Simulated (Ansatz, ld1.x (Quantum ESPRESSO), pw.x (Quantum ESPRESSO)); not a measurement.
## Al (Z = 13): does the RRKJ potential hold in the solid?

```
Element                 : aluminium
Generator               : ld1.x (Quantum ESPRESSO) 7.5
Type                    : norm-conserving RRKJ (Kleinman–Bylander form)
Functional              : PBE
Relativity              : scalar-relativistic
Frozen core             : [Ne]
Valence charge          : 3
Reference configuration : 3s2 3p1
Partial waves           : 3p (bound): rc 2.55 bohr; 3d channel at 0.05 Ry: rc 2.10 bohr; 3s (bound): rc 2.15 bohr
Local potential         : the s channel
Core correction         : Bessel-smoothed model core, default radius (core density twice the valence density)
rho0                    : 0.02
```

Atomic tests: cutoffs needed: 10 Ry and 25 Ry (the cutoffs (Ry, on a coarse ladder) from which the occupation-weighted sum of valence levels, in a spherical-Bessel basis at the reference potential, stays within 10 and 1 mRy of its value at 400 Ry); ghost test: no extra level below or beside the all-electron valence levels (p, d, s, f tested) (spherical-Bessel basis up to 400 Ry, 20 bohr box); largest excitation error: -27 meV (all-electron minus pseudo) for 3s0 3p3, out of 7 test configurations.

Crystal test: sc Al in pw.x 7.5, no spin, 12³ k-points, Fermi–Dirac smearing 0.01 Ry, cutoffs 50/200 Ry. The reference is all-electron LAPW (Ansatz 0.2.0) with the same functional, mesh and smearing; V0 and B0 come from Birch–Murnaghan fits to the pressures at five volumes. Errors are pseudo minus all-electron; Δ is the rms difference of the E(V) curves that follow from these fits, minima aligned, over ±6 % about the mean V0. Mesh and smearing are coarse, so the numbers serve the comparison and aren't converged zero-temperature values; the lattice is a test structure that the element need not adopt.

All-electron: a0 = 2.722 Å (V0 = 20.18 Å³/atom), B0 = 55.7 GPa.

How far does the potential miss the all-electron equation of state?

mean pressure error (GPa): -0.51; a0 (Å): 2.714; a0 error (%): -0.30; B0 error (%): +0.6; Δ (meV/atom): 2.2.

| V (Å³/atom) | P all-electron (GPa) | P pseudo (GPa) |
| --- | --- | --- |
| 19.082 | 3.51 | 2.90 |
| 19.584 | 1.78 | 1.22 |
| 20.086 | 0.26 | -0.25 |
| 20.588 | -1.07 | -1.54 |
| 21.090 | -2.24 | -2.66 |

At the middle volume, how do free energy and pressure move when the wave cutoff is lowered (ecutrho kept at four times it)?

| cutoff (Ry) | shift of F (meV/atom) | shift of P (GPa) |
| --- | --- | --- |
| 22 | +16.7 | -0.38 |
| 30 | +1.9 | +0.00 |
| 40 | +1.0 | +0.00 |

The 8 pw.x runs together took about 32 s on one core of a shared server CPU.
